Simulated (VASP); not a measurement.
A run of VASP 6.6.1 is set up as follows.

The input POSCAR:

```
BaS
1.0
    0.0000000000      3.4824579473      3.5835556952
    3.4824579473      0.0000000000      3.5835556952
    3.4824579473      3.4824579473      0.0000000000
Ba S
1 1
Direct
    0.0000000000      0.0000000000      0.0000000000
    0.2500000000      0.2500000000      0.2500000000
```

INCAR.step1

```
PREC     = Accurate       # precision mode
ENCUT    = 520            # plane-wave cutoff, eV
EDIFF    = 1E-5           # SCF threshold, eV
ISMEAR   = 0              # smearing method
SIGMA    = 0.01           # smearing width, eV
LREAL    = F              # projectors in reciprocal space
LASPH    = T              # aspherical terms in the spheres
NELM     = 100            # most SCF steps
ALGO     = Normal         # electronic algorithm
ISIF     = 2              # what is computed and relaxed
LWAVE    = T              # write WAVECAR
LCHARG   = F              # write CHGCAR
NBANDS   = 15             # bands
GGA      = PE             # functional
```

INCAR.step2

```
PREC     = Accurate       # precision mode
ENCUT    = 520            # plane-wave cutoff, eV
EDIFF    = 1E-6           # SCF threshold, eV
ISMEAR   = 0              # smearing method
SIGMA    = 0.01           # smearing width, eV
LREAL    = F              # projectors in reciprocal space
LASPH    = T              # aspherical terms in the spheres
NELM     = 100            # most SCF steps
ALGO     = Normal         # electronic algorithm
ISIF     = 2              # what is computed and relaxed
LWAVE    = F              # write WAVECAR
LCHARG   = F              # write CHGCAR
GGA      = PE             # functional
LHFCALC  = T              # exact exchange
HFSCREEN = 0.2079         # screening, 1/A
PRECFOCK = Normal       
NBANDS   = 15             # bands
ISTART   = 1
```

KPOINTS

```
Automatic mesh
0
Gamma
  4 4 4
```

Potentials or basis: VASP PAW PBE potentials, release 64 (Ba_sv, S).

Launch:

```sh
$ cat potpaw_PBE.64/Ba_sv/POTCAR potpaw_PBE.64/S/POTCAR > POTCAR
$ cp INCAR.step1 INCAR
$ mpirun -np 1 vasp_std > vasp.out
$ cp INCAR.step2 INCAR
$ mpirun -np 1 vasp_std > vasp.out
```

What does it give for the pressure?

0.2 GPa.

Predict the band gap on the k mesh.

3.64 eV, indirect (least direct gap 4.32 eV).

Stress tensor (GPa, compression positive):
```
0.27 0.00 0.00
0.00 0.27 0.00
0.00 0.00 0.15
```

Caveat: the PAW data sets were made with another functional, which shifts forces and pressure a little; spin-orbit coupling is left out, which moves the levels of the heavy elements. A k mesh can miss the band edges.
